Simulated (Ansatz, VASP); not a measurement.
# CdS (Greenockite): VASP beside Ansatz

```
CELL_PARAMETERS angstrom
4.12215 0.00000 0.00000
-2.06107 3.56988 0.00000
0.00000 0.00000 6.69178
ATOMIC_POSITIONS crystal
Cd 0.66667 0.33333 0.50000
Cd 0.33333 0.66667 0.00000
S 0.66667 0.33333 0.87500
S 0.33333 0.66667 0.37500
```

Change from the starting cell: volume scaled by 0.98.

Alike in both runs: task single point; functional LDA; k mesh 7 × 7 × 4; occupations fermi-dirac, width 0.05 eV; no spin polarisation.

|  | VASP | Ansatz |
| --- | --- | --- |
| version | VASP 6.6.1 | Ansatz 0.2.0 |
| potentials or method | VASP PAW LDA potentials, release 64 (Cd, S), cutoff 520 eV | all-electron LAPW, scalar-relativistic |

|  | VASP | Ansatz | Ansatz less VASP |
| --- | --- | --- | --- |
| gap on the k mesh at the Fermi level (eV) | 0.99 | 0.96 | -0.030 |
| least direct gap on the mesh (eV) | 0.99 | 0.96 | -0.030 |
| pressure (GPa) | -1.5 | -2.0 | -0.45 |
| largest component of the traceless stress (GPa) | 0.45 | 0.43 | -0.015 |
| rms of the force components (eV/Å) | 0.039 | 0.038 | -0.0010 |

Atom by atom the forces differ by 0.001 eV/Å (rms over components). Ansatz ran all-electron here, so the differences hold the error of VASP's frozen core and of both bases.
